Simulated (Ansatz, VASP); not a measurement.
## NaCl in VASP and in Ansatz

INCAR

```
PREC     = Accurate       # precision mode
ENCUT    = 520            # plane-wave cutoff, eV
EDIFF    = 1E-6           # SCF threshold, eV
ISMEAR   = 0              # smearing method
SIGMA    = 0.05           # smearing width, eV
LREAL    = F              # projectors in reciprocal space
LASPH    = T              # aspherical terms in the spheres
NELM     = 60             # most SCF steps
ALGO     = Normal         # electronic algorithm
ISIF     = 2              # what is computed and relaxed
LWAVE    = F              # write WAVECAR
LCHARG   = T              # write CHGCAR
GGA      = CA             # functional
LELF     = T              # ELF
LVHAR    = T            
NBANDS   = 14             # bands
```

KPOINTS

```
regular mesh
0
Gamma
  6 6 6
```

POSCAR

```
NaCl
1.0
    3.7823652000      0.0000000000      0.0000000000
    0.0000000000      3.7823652000      0.0000000000
    0.0000000000      0.0000000000      3.6422776000
Na Cl
1 1
Direct
    0.0000000000      0.0000000000      0.0000000000
    0.5000000000      0.5000000000      0.5000000000
```

Input for Ansatz:

```yaml
crystal:
  lattice:
    - [3.7823652, 0.0, 0.0]
    - [0.0, 3.7823652, 0.0]
    - [0.0, 0.0, 3.6422776]
  atoms:
    - { symbol: Na, position: [0.0, 0.0, 0.0] }
    - { symbol: Cl, position: [0.5, 0.5, 0.5] }
basis:
  ecutwfc: 420
kpoints:
  mp_grid: { grid: [6, 6, 6] }
hamiltonian:
  xc: lda
scf:
  occupations: { method: gaussian, width: 0.05 }
output:
  forces: true
  stress: true
  eigenvalues: true
```

Change from the starting cell: strain +0.080 along x and y, +0.040 along z, atoms carried along.

Alike in both runs: task single point; functional LDA; k mesh 6 × 6 × 6; occupations gaussian, width 0.05 eV; no spin polarisation.

|  | VASP | Ansatz |
| --- | --- | --- |
| version | VASP 6.6.1 | Ansatz 0.2.0 |
| potentials or method | VASP PAW LDA potentials, release 64 (Na_pv, Cl) | scalar-relativistic, plane waves, PAW |
| plane-wave cutoff (eV) | 520 | 420 |
| valence electrons in the cell | 14 | 16 |

|  | VASP | Ansatz | Ansatz less VASP |
| --- | --- | --- | --- |
| gap on the k mesh at the Fermi level (eV) | 2.96 | 2.95 | -0.005 |
| least direct gap on the mesh (eV) | 3.28 | 3.27 | -0.005 |
| pressure (GPa) | -5.2 | -5.2 | +0.04 |
| largest component of the traceless stress (GPa) | 1.29 | 1.29 | +0.004 |

The two sets of potentials don't hold the same shells in valence.

A k mesh can miss the band edges.
